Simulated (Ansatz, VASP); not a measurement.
**CuAu in VASP and in Ansatz**

```
Cu Au
1.0
     2.83836    0.00000    0.00000
     0.00000    2.83836    0.00000
     0.00000    0.00000    3.57147
Cu Au
1 1
Direct
  0.50000 0.50000 0.50000
  0.00000 0.00000 0.00000
```

Alike in both runs: task single point; functional PBE; k mesh 18 × 18 × 14; occupations gaussian, width 0.15 eV; no spin polarisation.

|  | VASP | Ansatz |
| --- | --- | --- |
| version | VASP 6.6.1 | Ansatz 0.2.0 |
| potentials or method | VASP PAW PBE potentials, release 64 (Cu, Au) | scalar-relativistic, plane waves, PAW |
| plane-wave cutoff (eV) | 520 | 420 |
| valence electrons in the cell | 22 | 38 |

|  | VASP | Ansatz | Ansatz less VASP |
| --- | --- | --- | --- |
| gap on the k mesh at the Fermi level (eV) | none | none | - |
| pressure (GPa) | 6.7 | 6.6 | -0.10 |

A gap of «none» marks a metal or a gap that the smearing closes. The two sets of potentials don't hold the same shells in valence.

The runs have no spin-orbit coupling, so splittings on Au are missing.
